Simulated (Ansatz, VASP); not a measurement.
# One calculation of CaO, two programs

```xyz
2
Lattice="2.3843 2.3843 0.0000 -2.3843 2.3843 0.0000 0.0000 2.3843 2.3843" Properties=species:S:1:pos:R:3 pbc="T T T"
Ca    0.0000    0.0000    0.0000
O     0.0000    2.3843    0.0000
```

Alike in both runs: functional r2SCAN; k mesh 8 × 8 × 8; no spin polarisation.

Ansatz relaxed the structure, and its values are those at the end. VASP's run is a single point on that final structure, the one shown.

|  | VASP | Ansatz |
| --- | --- | --- |
| version | VASP 6.6.1 | Ansatz 0.2.0 |
| potentials or method | VASP PAW PBE potentials, release 64 (Ca_sv, O) | PAW with Ansatz's default frozen-core files, scalar-relativistic |
| plane-wave cutoff (eV) | 520 | 500 |
| occupations | gaussian, width 0.01 eV | fixed |
| valence electrons in the cell | 16 | 16 |

Ansatz gave:

| Quantity | Value |
| --- | --- |
| pressure (GPa) | 2.0 |

Task: What did VASP give for the same quantities?

Result: Pressure (GPa): 3.1.

Caveats: the PAW data sets were made with another functional, which shifts forces and pressure a little (VASP). A k mesh can miss the band edges.
